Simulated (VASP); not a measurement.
# CdSe (Cadmoselite) (P6_3mc) in VASP: further runs

CdSe (Cadmoselite) is run at these levels: LDA, PBEsol, PBE, r2SCAN; tasks: single point.

Everything below comes from runs of VASP 6.6.1. Logs are shortened: lines on timing, memory, paths and dates and some standing lists are left out, and cuts for length are marked.

**Experimental background.**

From a printed reference work, data compilation, for a bulk crystal of CdSe at 2 K: band gap 1.841 eV.

The runs below are set against these values where they give the same quantity.

### Step 1. The cell of the first run

Symmetry: P6_3mc, No. 186, hexagonal system. The conventional cell has a = 4.249 Å, b = 4.249 Å, c = 6.938 Å, α = 90.00°, β = 90.00°, γ = 120.00°. Within 3.4 Å of Cd (site symmetry 3m) lie 4 Se at 2.60 Å. Se (site symmetry 3m) has 4 Cd at 2.60 Å within 3.4 Å.

### Step 2. Single point, LDA

Input file INCAR:

```
SYSTEM = CdSe
PREC = Accurate
ENCUT = 520
EDIFF = 1E-6
ISMEAR = -1
SIGMA = 0.02
LREAL = .FALSE.
LASPH = .TRUE.
NELM = 100
ALGO = Normal
ISIF = 2
LWAVE = .FALSE.
LCHARG = .FALSE.
GGA = CA
NBANDS = 26
```

Input file KPOINTS:

```
Automatic mesh
0
G
  6 6 4
  0 0 0
```

Input file POSCAR:

```
CdSe
1.0
    4.2489544947      0.0000000000      0.0000000000
   -2.1244772473      3.6797025319      0.0000000000
    0.0000000000      0.0000000000      6.9382538577
Cd Se
2 2
Direct
    0.3333333333      0.6666666667      0.0047732554
    0.6666666667      0.3333333333      0.5047732554
    0.3333333333      0.6666666667      0.3802267446
    0.6666666667      0.3333333333      0.8802267446
```

Potentials or basis: VASP PAW LDA potentials, release 64 (Cd, Se).

Command:

```sh
> cat potpaw_LDA.64/Cd/POTCAR potpaw_LDA.64/Se/POTCAR > POTCAR
> mpirun -np 1 vasp_std > vasp.out
```

OUTCAR:

```text
SYSTEM = CdSe
   PREC = Accurate
   ENCUT = 520
   EDIFF = 1E-6
   ISMEAR = -1
   LREAL = .FALSE.
   LASPH = .TRUE.
   NELM = 100
   ISIF = 2
   GGA = CA

 ion  position               nearest neighbor table
   1  0.333  0.667  0.005-   4 2.60   4 2.60   4 2.60   3 2.60
   2  0.667  0.333  0.505-   3 2.60   3 2.60   3 2.60   4 2.60
   3  0.333  0.667  0.380-   2 2.60   2 2.60   2 2.60   1 2.60
   4  0.667  0.333  0.880-   1 2.60   1 2.60   1 2.60   2 2.60

  LATTYP: Found a hexagonal cell.
 ALAT       =     4.2489544947
 C/A-ratio  =     1.6329320228

  Lattice vectors:

 A1 = (   4.2489544947,   0.0000000000,   0.0000000000)
 A2 = (  -2.1244772473,   3.6797025319,   0.0000000000)
 A3 = (   0.0000000000,   0.0000000000,   6.9382538577)

Analysis of symmetry for initial positions (statically):
=====================================================================
 Subroutine PRICEL returns:
 Original cell was already a primitive cell.

 Routine SETGRP: Setting up the symmetry group for a
 hexagonal supercell.

 Subroutine GETGRP returns: Found 12 space group operations
 (whereof  6 operations were pure point group operations)
 out of a pool of 24 trial point group operations.

The static configuration has the point symmetry C_3v.
 The point group associated with its full space group is C_6v.

Analysis of symmetry for dynamics (positions and initial velocities):
=====================================================================
 Subroutine PRICEL returns:
 Original cell was already a primitive cell.

 Routine SETGRP: Setting up the symmetry group for a
 hexagonal supercell.

 Subroutine GETGRP returns: Found 12 space group operations
 (whereof  6 operations were pure point group operations)
 out of a pool of 24 trial point group operations.

The dynamic configuration has the point symmetry C_3v.
 The point group associated with its full space group is C_6v.

 Subroutine INISYM returns: Found 12 space group operations
 (whereof  6 operations are pure point group operations),
 and found     1 'primitive' translations

----------------------------------------------------------------------------------------

                                     Primitive cell

  volume of cell :     108.4788

  direct lattice vectors                    reciprocal lattice vectors
[... 85 lines left out ...]
   ENCUT  =  520.0 eV  38.22 Ry    6.18 a.u.   7.90  7.90 12.90*2*pi/ulx,y,z
   NELM   =    100;   NELMIN=  2; NELMDL= -5     # of ELM steps
   EDIFF  = 0.1E-05   stopping-criterion for ELM
   LREAL  =      F    real-space projection
   EDIFFG = 0.1E-04   stopping-criterion for IOM
   NSW    =      0    number of steps for IOM
   IBRION =     -1    ionic relax: 0-MD 1-quasi-New 2-CG
   NFREE  =      0    steps in history (QN), initial steepest desc. (CG)
   ISIF   =      2    stress and relaxation
   ISYM   =      2    0-nonsym 1-usesym 2-fastsym
   POTIM  = 0.5000    time-step for ionic-motion
   TEBEG  =    0.0;   TEEND  =   0.0 temperature during run
   PSTRESS=    0.0 pullay stress
   NELECT =      36.0000    total number of electrons
   NUPDOWN=      -1.0000    fix difference up-down
   EMIN   =  10.00;   EMAX   =-10.00  energy-range for DOS
   EFERMI =   0.00;   METHOD = LEGACY
   ISMEAR =    -1;   SIGMA  =   0.02  broadening in eV -4-tet -1-fermi 0-gaus
   EFERMI_NEDOS =   21; number of points for ismear=-14 and -15
   IALGO  =     38    algorithm
   IMIX   =      4    mixing-type and parameters
     AMIX     =   0.40;   BMIX     =  1.00
     AMIX_MAG =   1.60;   BMIX_MAG =  1.00
  volume/ion in A,a.u.               =      27.12       183.01
  Fermi-wavevector in a.u.,A,eV,Ry     =   1.133428  2.141869 17.478853  1.284659
  Thomas-Fermi vector in A             =   2.270131
   LORBIT       =      0    0 simple, 1 ext, 2 COOP (PROOUT), +10 PAW based schemes
   GGA     = CA    functional components
   LHFCALC =     F    Hartree Fock is set to
   AEXX    =    0.0000 exact exchange contribution
   IVDW    =     0    specifies the selected vdW correction
   LEPSILON=     F    determine dielectric tensor
   LRPA    =     F    only Hartree local field effects (RPA)
 non-spin polarized calculation
  energy-cutoff  :      520.00
  volume of cell :      108.48
 maximum number of plane-waves:      2952
 NGX is ok and might be reduce to    32
   NGX = 15   NGY = 15   NGZ = 25

 number of electron      36.0000009 magnetization

 Free energy of the ion-electron system (eV)
  ---------------------------------------------------
  ext. energy  EPLUGINS =         0.00000000
  ---------------------------------------------------
  free energy    TOTEN  =       -13.51284201 eV

  energy without entropy =      -13.51284196  energy(sigma->0) =      -13.51284198

 E-fermi :   1.3802     XC(G=0):  -9.4464

 val. band max:        1.1256978605   @ k =   0.0000   0.0000   0.0000
 cond. band min:       1.6202839342   @ k =   0.0000   0.0000   0.0000
 fundamental gap:      0.4945860737
 Fermi energy:         1.3801648179

 k-point     1 :       0.0000    0.0000    0.0000
  band No.  band energies     occupation
      1     -11.7428      2.00000
      2     -11.3240      2.00000
      3      -6.9596      2.00000
      4      -6.9498      2.00000
      5      -6.9498      2.00000
      6      -6.8743      2.00000
[... 598 lines left out ...]
     25       9.8741      0.00000
     26       9.8742      0.00000

------------------------ aborting loop because EDIFF is reached ----------------------------------------

  FORCE on cell =-STRESS in cart. coord.  units (eV):
  Direction    XX          YY          ZZ          XY          YZ          ZX
  --------------------------------------------------------------------------------------
  -------------------------------------------------------------------------------------
  Total        0.3256645      0.3256645      0.3352309      0.0000000      0.0000000      0.0000000
  in kB        4.8098997      4.8098997      4.9511912      0.0000000      0.0000000      0.0000000
  external PRESSURE =       4.8569969 kB  Pullay stress =       0.0000000 kB

 VOLUME and BASIS-vectors are now :
 -----------------------------------------------------------------------------
  energy-cutoff  :      520.00
  volume of cell :      108.48
      direct lattice vectors                 reciprocal lattice vectors
     4.248954495  0.000000000  0.000000000     0.235352015  0.135880549  0.000000000
    -2.124477247  3.679702532  0.000000000     0.000000000  0.271761098  0.000000000
     0.000000000  0.000000000  6.938253858     0.000000000  0.000000000  0.144128483

 POSITION                                       TOTAL-FORCE (eV/Angst)
 -----------------------------------------------------------------------------------
     -0.00000      2.45314      0.03312        -0.000000      0.000000      0.000744
      2.12448      1.22657      3.50224         0.000000     -0.000000      0.000744
     -0.00000      2.45314      2.63811         0.000000     -0.000000     -0.000744
      2.12448      1.22657      6.10724        -0.000000     -0.000000     -0.000744
 -----------------------------------------------------------------------------------
    total drift:                               -0.000000      0.000000     -0.000182

  FREE ENERGIE OF THE ION-ELECTRON SYSTEM (eV)
  ---------------------------------------------------
  free  energy   TOTEN  =       -13.5128420070 eV

  energy  without entropy=      -13.5128419615  energy(sigma->0) =      -13.51284198
```

OSZICAR:

```text
N       E                     dE             d eps       ncg     rms          rms(c)
DAV:   1     0.249762292796E+03    0.24976E+03   -0.17384E+04  1092   0.126E+03
DAV:   2    -0.104453826411E+01   -0.25081E+03   -0.24184E+03  1234   0.317E+02
DAV:   3    -0.141478926574E+02   -0.13103E+02   -0.13035E+02  1286   0.726E+01
DAV:   4    -0.142579154813E+02   -0.11002E+00   -0.10988E+00  1194   0.633E+00
DAV:   5    -0.142585879271E+02   -0.67245E-03   -0.67240E-03  1228   0.464E-01    0.954E+00
DAV:   6    -0.135679634901E+02    0.69062E+00   -0.11871E+00  1432   0.115E+01    0.733E+00
DAV:   7    -0.135218074434E+02    0.46156E-01   -0.48360E-01  1156   0.369E+00    0.249E+00
DAV:   8    -0.135135570582E+02    0.82504E-02   -0.62971E-02  1130   0.254E+00    0.375E-01
DAV:   9    -0.135129244776E+02    0.63258E-03   -0.75619E-03  1204   0.102E+00    0.104E-01
DAV:  10    -0.135128302762E+02    0.94201E-04   -0.58161E-04  1184   0.283E-01    0.471E-02
DAV:  11    -0.135128439322E+02   -0.13656E-04   -0.76473E-05  1138   0.600E-02    0.141E-02
DAV:  12    -0.135128423252E+02    0.16070E-05   -0.20000E-05  1242   0.509E-02    0.844E-03
DAV:  13    -0.135128420070E+02    0.31828E-06   -0.24078E-06   852   0.186E-02
   1 F= -.13512842E+02 E0= -.13512842E+02  d E =-.454934E-07
```

stdout:

```text
POSCAR found type information on POSCAR CdSe
 POSCAR found :  2 types and       4 ions
 scaLAPACK will be used
 LDA part: xc-table for (Slater(with rela. corr.)+CA(PZ))
 , standard interpolation
 POSCAR, INCAR and KPOINTS ok, starting setup
 FFT: planning ... GRIDC
 FFT: planning ... GRID_SOFT
 FFT: planning ... GRID
 WAVECAR not read
 entering main loop
```

It took 27 s on 1 thread of Intel Xeon Platinum 8488C (Sapphire Rapids), shared host; peak memory 0.21 GiB.

What came out:

| Item | Value |
| --- | --- |
| Free energy | -13.5128 eV |
| Pressure | 0.5 GPa |
| Band gap on the k mesh | 0.49 eV, direct |

Levels at points of the mesh, in eV from the valence-band top:
```csv
k point,band 15,band 16,band 17,band 18,band 19,band 20,band 21,band 22
"(0.00, 0.00, 0.00)",-0.83,-0.06,0.00,0.00,0.49,2.05,5.71,5.71
"(0.50, 0.00, 0.00)",-2.89,-2.02,-1.48,-0.83,3.11,3.14,4.58,6.10
"(0.00, 0.00, 0.50)",-0.44,-0.44,-0.44,-0.44,2.25,2.25,5.73,5.73
"(0.50, 0.00, 0.50)",-1.49,-1.49,-1.47,-1.47,2.75,2.75,4.71,4.71
```

### Step 3. Single point, PBEsol

This run uses another cell than the first one, of 28.13 Å³/atom, 1.037 times its volume.

Input file INCAR:

```
SYSTEM = CdSe
PREC     = Accurate       ! precision mode
ENCUT    = 520            ! plane-wave cutoff, eV
EDIFF    = 1E-6           ! SCF threshold, eV
ISMEAR   = -1             ! smearing method
SIGMA    = 0.02           ! smearing width, eV
LREAL    = .False.        ! projectors in reciprocal space
LASPH    = .True.         ! aspherical terms in the spheres
NELM     = 60             ! most SCF steps
ALGO     = Normal         ! electronic algorithm
ISIF     = 2              ! what is computed and relaxed
LWAVE    = .False.        ! write WAVECAR
LCHARG   = .False.        ! write CHGCAR
GGA      = PS             ! functional
NBANDS   = 26             ! bands
```

Input file KPOINTS:

```
Automatic mesh
0
Gamma
  6 6 4
  0 0 0
```

Input file POSCAR:

```
CdSe
1.0
    4.3021499664      0.0000000000      0.0000000000
   -2.1510749832      3.7257711618      0.0000000000
    0.0000000000      0.0000000000      7.0197777200
Cd Se
2 2
Direct
    0.3333333333      0.6666666667      0.0046481398
    0.6666666667      0.3333333333      0.5046481398
    0.3333333333      0.6666666667      0.3803518602
    0.6666666667      0.3333333333      0.8803518602
```

Potentials or basis: VASP PAW PBE potentials, release 64 (Cd, Se).

Command:

```sh
> cat potpaw_PBE.64/Cd/POTCAR potpaw_PBE.64/Se/POTCAR > POTCAR
> mpirun -np 1 vasp_std > vasp.out
```

It took 39 s on 1 thread of Intel Xeon Platinum 8488C (Sapphire Rapids), shared host; peak memory 0.24 GiB.

The run converged. Its results:

* Free energy: -12.3467 eV
* Pressure: 0.3 GPa
* Band gap on the k mesh: 0.54 eV, direct

Levels at points of the mesh, in eV from the valence-band top:
| k point | band 15 | band 16 | band 17 | band 18 | band 19 | band 20 | band 21 | band 22 |
| --- | --- | --- | --- | --- | --- | --- | --- | --- |
| (0.00, 0.00, 0.00) | -0.78 | -0.05 | 0.00 | 0.00 | 0.54 | 2.10 | 5.78 | 5.78 |
| (0.50, 0.00, 0.00) | -2.71 | -1.89 | -1.37 | -0.77 | 3.12 | 3.22 | 4.66 | 6.06 |
| (0.00, 0.00, 0.50) | -0.41 | -0.41 | -0.41 | -0.41 | 2.27 | 2.27 | 5.75 | 5.75 |
| (0.50, 0.00, 0.50) | -1.39 | -1.39 | -1.37 | -1.37 | 2.82 | 2.82 | 4.75 | 4.75 |

Caveat: the PAW data sets were made with another functional, which shifts forces and pressure a little.

### Step 4. Single point, PBE

This run uses another cell than the first one, of 29.76 Å³/atom, 1.097 times its volume.

Input file INCAR:

```
SYSTEM = CdSe
PREC = Accurate
ENCUT = 520
EDIFF = 1E-6
ISMEAR = -1
SIGMA = 0.02
LREAL = .FALSE.
LASPH = .TRUE.
NELM = 80
ALGO = Normal
ISIF = 2
LWAVE = .FALSE.
LCHARG = .FALSE.
GGA = PE
NBANDS = 26
```

Input file KPOINTS:

```
Automatic mesh
0
G
  6 6 4
  0 0 0
```

Input file POSCAR:

```
CdSe
1.0
    4.3834219378      0.0000000000      0.0000000000
   -2.1917109689      3.7961547536      0.0000000000
    0.0000000000      0.0000000000      7.1536931181
Cd Se
2 2
Direct
    0.3333333333      0.6666666667      0.0045829075
    0.6666666667      0.3333333333      0.5045829075
    0.3333333333      0.6666666667      0.3804170925
    0.6666666667      0.3333333333      0.8804170925
```

Command:

```sh
> cat potpaw_PBE.64/Cd/POTCAR potpaw_PBE.64/Se/POTCAR > POTCAR
> mpirun -np 1 vasp_std > vasp.out
```

Wall time 47 s (1 thread of Intel Xeon Platinum 8488C (Sapphire Rapids), shared host); peak memory 0.27 GiB.

The run converged. Its results:

```
Free energy            : -10.9909 eV
Pressure               : 0.2 GPa
Band gap on the k mesh : 0.54 eV, direct
```

Forces on the atoms (eV/Å):
```
Cd   0.000  0.000  0.003
Cd   0.000  0.000  0.003
Se   0.000  0.000 -0.003
Se   0.000  0.000 -0.003
```

Levels at points of the mesh, in eV from the valence-band top:
```
           k point  band 14  band 15  band 16  band 17  band 18  band 19  band 20  band 21  band 22  band 23
(0.00, 0.00, 0.00)    -0.69    -0.69    -0.04     0.00     0.00     0.54     2.14     5.85     5.85     6.12
(0.50, 0.00, 0.00)    -3.42    -2.42    -1.68    -1.20    -0.68     3.09     3.33     4.78     5.94     6.44
(0.00, 0.00, 0.50)    -2.53    -0.36    -0.36    -0.36    -0.36     2.26     2.26     5.76     5.76     6.24
(0.50, 0.00, 0.50)    -3.94    -1.24    -1.24    -1.22    -1.22     2.90     2.90     4.83     4.83     7.56
```

### Step 5. Single point, r2SCAN

Input file POSCAR:

```
CdSe
1.0
    4.2520413998      0.0000000000      0.0000000000
   -2.1260206999      3.6823758702      0.0000000000
    0.0000000000      0.0000000000      6.9324978400
Cd Se
2 2
Direct
    0.3333333333      0.6666666667      0.0045324400
    0.6666666667      0.3333333333      0.5045324400
    0.3333333333      0.6666666667      0.3804675600
    0.6666666667      0.3333333333      0.8804675600
```

Input file INCAR.step1:

```
SYSTEM = CdSe
PREC = Accurate
ENCUT = 520
ISMEAR = -1
SIGMA = 0.02
LREAL = .FALSE.
LASPH = .TRUE.
NELM = 100
NBANDS = 26
GGA = PE
ALGO = Normal
EDIFF = 1E-4
LWAVE = .TRUE.
LCHARG = .FALSE.
```

Input file INCAR.step2:

```
SYSTEM = CdSe
PREC = Accurate
ENCUT = 520
EDIFF = 1E-6
ISMEAR = -1
SIGMA = 0.02
LREAL = .FALSE.
LASPH = .TRUE.
NELM = 100
ALGO = Normal
ISIF = 2
LWAVE = .FALSE.
LCHARG = .FALSE.
METAGGA = R2SCAN
LMIXTAU = .TRUE.
NBANDS = 26
ISTART = 1
```

KPOINTS is that of step 4.

Command:

```sh
> cat potpaw_PBE.64/Cd/POTCAR potpaw_PBE.64/Se/POTCAR > POTCAR
> cp INCAR.step1 INCAR
> mpirun -np 1 vasp_std > vasp.out
> cp INCAR.step2 INCAR
> mpirun -np 1 vasp_std > vasp.out
```

It took 2 min on 1 thread of Intel Xeon Platinum 8488C (Sapphire Rapids), shared host; peak memory 0.26 GiB.

The run converged. Its results:

| Item | Value |
| --- | --- |
| Free energy | -71.7426 eV |
| Pressure | 4.0 GPa |
| Largest force | 0.008 eV/Å |
| Band gap on the k mesh | 1.24 eV, direct |

Forces on the atoms (eV/Å):
```
Cd   0.000  0.000  0.008
Cd   0.000  0.000  0.008
Se   0.000  0.000 -0.008
Se   0.000  0.000 -0.008
```

Levels at points of the mesh, in eV from the valence-band top:
```csv
k point,band 16,band 17,band 18,band 19,band 20,band 21
"(0.00, 0.00, 0.00)",-0.05,0.00,0.00,1.24,2.71,6.38
"(0.50, 0.00, 0.00)",-2.02,-1.44,-0.82,3.70,3.76,5.07
"(0.00, 0.00, 0.50)",-0.43,-0.43,-0.43,2.91,2.91,6.37
"(0.50, 0.00, 0.50)",-1.47,-1.47,-1.47,3.36,3.36,5.28
```

Caveat: the PAW data sets were made with another functional, which shifts forces and pressure a little.

### Step 6. The runs side by side

| level | potentials or basis | cell | gap on the mesh (eV) | pressure (GPa) |
| --- | --- | --- | --- | --- |
| LDA | VASP PAW LDA potentials, release 64 (Cd, Se) | a = 4.249, b = 4.249, c = 6.938 Å, angles 90.0, 90.0, 120.0°, 4 atoms | 0.49 | 0.5 |
| PBEsol | VASP PAW PBE potentials, release 64 (Cd, Se) | a = 4.302, b = 4.302, c = 7.020 Å, angles 90.0, 90.0, 120.0°, 4 atoms | 0.54 | 0.3 |
| PBE | VASP PAW PBE potentials, release 64 (Cd, Se) | a = 4.383, b = 4.383, c = 7.154 Å, angles 90.0, 90.0, 120.0°, 4 atoms | 0.54 | 0.2 |
| r2SCAN | VASP PAW PBE potentials, release 64 (Cd, Se) | a = 4.252, b = 4.252, c = 6.932 Å, angles 90.0, 90.0, 120.0°, 4 atoms | 1.24 | 4.0 |

Alike in all rows: task single point; no spin polarisation; k mesh 6 × 6 × 4; cutoff (eV) 520; smearing fermi-dirac 0.02 eV.

Caveats: the PAW data sets were made with another functional, which shifts forces and pressure a little (some runs).

Total energies depend on the potentials used, so only differences within one code and one set of settings carry meaning.

### Step 7. How close it comes

Step 2. Measured gap of CdSe: 1.841 eV (2 K; a printed reference work, data compilation). This calculation gives 0.49 eV (-1.35 eV). So large a miss can be the level of theory's own, or it may mean another phase, state or a wrong row. Spin-orbit coupling on Cd, Se is left out. The value is that of LDA, without temperature or zero-point motion. Semilocal functionals fall short of measured gaps as a rule.

Step 3. Against the measured gap of CdSe, 1.841 eV (2 K; a printed reference work, data compilation), the calculated 0.54 eV is off by -1.30 eV. So large a miss can be the level of theory's own, or it may mean another phase, state or a wrong row. Spin-orbit coupling on Cd, Se is left out. The value is that of PBEsol, without temperature or zero-point motion. Semilocal functionals fall short of measured gaps as a rule.

Step 4. Measured gap of CdSe: 1.841 eV (2 K; a printed reference work, data compilation). This calculation gives 0.54 eV (-1.30 eV). So large a miss can be the level of theory's own, or it may mean another phase, state or a wrong row. Spin-orbit coupling on Cd, Se is left out. The value is that of PBE, without temperature or zero-point motion. Semilocal functionals fall short of measured gaps as a rule.
